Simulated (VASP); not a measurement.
# In, self-consistent run: which settings are enough?

In, I4/mmm (no. 139), 1 atom in the cell. RevPBE; PAW potentials In_d (PBE set). VASP 6.6.1.

Wanted: energy within 0.5 meV/atom.

What the run is for: energy; Accuracy asked: tight.

POSCAR:
```
In
1.0
   -1.8825252400      1.8825252400      1.9013504924
    1.8825252400     -1.8825252400      1.9013504924
    1.8825252400      1.8825252400     -1.9013504924
In
1
Direct
    0.0000000000      0.0000000000      0.0000000000
```

The series start from Plane-wave cutoff (eV): 310; Smearing width (eV): 0.1; k-point mesh: 14 × 14 × 14; Precision mode (PREC): Accurate; Electronic threshold (eV): 1e-6; Bands in all (NBANDS): 16; Aspherical gradient terms in the spheres (LASPH): yes; Electronic algorithm: ALGO=Normal; Delay and inner steps: defaults; Density mixing: defaults. Each series keeps the choices made before it, and each single choice may use up half of a tolerance.

## Plane-wave cutoff (eV)

| Plane-wave cutoff (eV) | Energy less reference (meV/atom) | SCF iterations | Time (s) |
|---|---|---|---|
| 190 | 196.19 | 11 | 8.2 |
| 240 | 2.12 | 10 | 18 |
| 280 | 1.21 | 10 | 18 |
| 310 | 0.99 | 10 | 21 |
| 360 | 1.18 | 10 | 20 |
| 420 | -0.58 | 10 | 22 |
| 500 | -0.27 | 10 | 28 |
| 620 (reference) | 0.00 | 10 | 48 |

Chosen: 620; the next looser run is off by more than half of the tolerance, so convergence isn't shown beyond this value.

## Smearing width (eV)

| Smearing width (eV) | Energy less reference (meV/atom) | SCF iterations | Time (s) |
|---|---|---|---|
| 0.4 | -2.38 | 10 | 42 |
| 0.3 | -1.04 | 10 | 41 |
| 0.2 | -0.17 | 10 | 38 |
| 0.15 | -0.08 | 10 | 39 |
| 0.1 | -0.10 | 10 | 48 |
| 0.05 (reference) | 0.00 | 10 | 41 |

Chosen: 0.2, the loosest value from which every tighter one stays within half of the tolerance.

## k-point mesh

| k-point mesh | Energy less reference (meV/atom) | SCF iterations | Time (s) |
|---|---|---|---|
| 4 × 4 × 4 | 195.53 | 10 | 3.6 |
| 6 × 6 × 6 | -26.83 | 11 | 9.4 |
| 7 × 7 × 7 | 20.50 | 10 | 8.4 |
| 9 × 9 × 9 | 2.81 | 10 | 16 |
| 11 × 11 × 11 | -1.72 | 10 | 29 |
| 14 × 14 × 14 | 1.91 | 10 | 38 |
| 16 × 16 × 16 | 2.02 | 10 | 60 |
| 19 × 19 × 19 (reference) | 0.00 | 10 | 131 |

Chosen: 19 × 19 × 19; the next looser run is off by more than half of the tolerance, so convergence isn't shown beyond this value.

## Precision mode (PREC)

| Precision mode (PREC) | Energy less reference (meV/atom) | SCF iterations | Time (s) |
|---|---|---|---|
| Low | -0.54 | 10 | 57 |
| SingleN | -0.54 | 10 | 55 |
| Normal | 0.00 | 10 | 49 |
| Accurate (reference) | 0.00 | 10 | 131 |

Chosen: Normal.

## Electronic threshold (eV)

| Electronic threshold (eV) | Energy less reference (meV/atom) | SCF iterations | Time (s) |
|---|---|---|---|
| 0.001 | 0.03 | 8 | 37 |
| 0.0001 | 0.01 | 8 | 43 |
| 1e-5 | 0.00 | 10 | 48 |
| 1e-6 | 0.00 | 10 | 49 |
| 1e-7 | 0.00 | 11 | 57 |
| 1e-8 (reference) | 0.00 | 13 | 60 |

Chosen: 0.001.

## Bands in all (NBANDS)

| Bands in all (NBANDS) | Energy less reference (meV/atom) | SCF iterations | Time (s) |
|---|---|---|---|
| 8 | 0.00 | 8 | 19 |
| 9 | 0.00 | 8 | 21 |
| 11 | 0.00 | 8 | 25 |
| 13 | 0.01 | 8 | 30 |
| 16 | 0.01 | 8 | 37 |
| 25 (reference) | 0.00 | 8 | 57 |

Chosen: 8.

## Aspherical gradient terms in the spheres (LASPH)

| Aspherical gradient terms in the spheres (LASPH) | Energy less reference (meV/atom) | SCF iterations | Time (s) |
|---|---|---|---|
| yes | 0.00 | 8 | 19 |
| no | 0.00 | 8 | 19 |

Chosen: yes; no other choice that stays within half of the tolerance saves 30 % of the time.

## Electronic algorithm

| Electronic algorithm | Energy less reference (meV/atom) | SCF iterations | Time (s) |
|---|---|---|---|
| ALGO=Normal | 0.00 | 8 | 19 |
| ALGO=Fast | 0.07 | 8 | 19 |
| ALGO=VeryFast | 0.48 | 15 | 34 |
| ALGO=All ISEARCH=1 | 0.07 | 9 | 20 |
| ALGO=All ISEARCH=0 | 0.07 | 9 | 21 |
| ALGO=Damped TIME=0.4 | 0.67 | 14 | 31 |
| ALGO=Damped TIME=0.1 | 2.75 | 19 | 36 |

Chosen: ALGO=Normal.

## Delay and inner steps

| Delay and inner steps | Energy less reference (meV/atom) | SCF iterations | Time (s) |
|---|---|---|---|
| defaults | 0.00 | 8 | 19 |
| NELMDL=-2 | -0.04 | 6 | 16 |
| NELMDL=-8 | 0.00 | 11 | 22 |
| NELMDL=-12 | 0.00 | 15 | 30 |
| NRMM=2 | -0.02 | 8 | 17 |
| NRMM=6 | 0.00 | 8 | 18 |
| WEIMIN=0.001 | 0.00 | 8 | 18 |

Chosen: defaults.

## Density mixing

| Density mixing | Energy less reference (meV/atom) | SCF iterations | Time (s) |
|---|---|---|---|
| defaults | 0.00 | 8 | 19 |
| MIXPRE=2 | -0.01 | 8 | 18 |
| AMIX=0.2 | 0.02 | 8 | 18 |
| MIXPRE=0 | 0.01 | 8 | 17 |
| INIMIX=0 | -0.01 | 8 | 16 |
| AMIX=0.8 | -0.01 | 8 | 16 |
| BMIX=2.0 | 0.00 | 8 | 16 |

Chosen: defaults.

## All choices together

| Input | Energy less reference (meV/atom) | Time (s) |
|---|---|---|
| the program's defaults (naive) | 26.66 | 0.9 |
| chosen settings | 0.09 | 19 |
| reference settings throughout | 0.00 | 174 |

The chosen settings stay within the tolerance of the reference run, but the reference itself isn't shown to be converged in: Plane-wave cutoff (eV), k-point mesh.

## The input

INCAR:
```
GGA = RE
ISMEAR = 1
SIGMA = 0.2
LWAVE = F
LCHARG = F
ISIF = 2
PREC = Normal
LASPH = T
LREAL = F
ALGO = Normal
EDIFF = 0.001
NELM = 120
GGA_COMPAT = F
ENCUT = 620
NBANDS = 8
```

KPOINTS:
```
Automatic mesh
0
Gamma
  19 19 19
  0 0 0
```

Commands:
```
cat potpaw_PBE.64/In_d/POTCAR > POTCAR
mpirun -np 1 vasp_std > vasp.out
```

The chosen input took VASP 6.6.1 19 s on 1 core (Intel Xeon 6975P-C (Granite Rapids)), a shared host.

## An input that fails: tetrahedra on too few k points

VASP's message: IBZKPT: tetrahedron method fails for NKPT<4. NKPT = 1.

k mesh: 14 × 14 × 14 becomes 1 × 1 × 1.

Changes against the starting input:
```
- ISMEAR = 1
- NELM = 120
+ ISMEAR = -5
+ NELM = 68
```
